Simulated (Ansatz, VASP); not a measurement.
# One calculation of Au, two programs

```
CELL_PARAMETERS angstrom
1.43597 -2.60058 0.00000
1.43597 2.60058 0.00000
0.00000 0.00000 4.97866
ATOMIC_POSITIONS crystal
Au 0.66533 0.33467 0.25000
Au 0.33467 0.66533 0.75000
```

This isn't the form of Au at room conditions, which is fcc.

Alike in both runs: task single point; functional LDA; k mesh 12 × 12 × 6; occupations gaussian, width 0.1 eV; no spin polarisation.

|  | VASP | Ansatz |
| --- | --- | --- |
| version | VASP 6.6.1 | Ansatz 0.2.0 |
| potentials or method | VASP PAW LDA potentials, release 64 (Au) | plane waves, PAW |
| plane-wave cutoff (eV) | 520 | 500 |
| valence electrons in the cell | 22 | 38 |

|  | VASP | Ansatz | Ansatz less VASP |
| --- | --- | --- | --- |
| pressure (GPa) | -15.1 | -15.4 | -0.34 |
| largest component of the traceless stress (GPa) | 0.65 | 0.75 | +0.108 |

The two sets of potentials don't hold the same shells in valence.

Caveats: so large a pressure means that the cell lies far from this level's equilibrium, or that cutoff or potentials fall short (VASP). The runs have no spin-orbit coupling, so splittings on Au are missing.
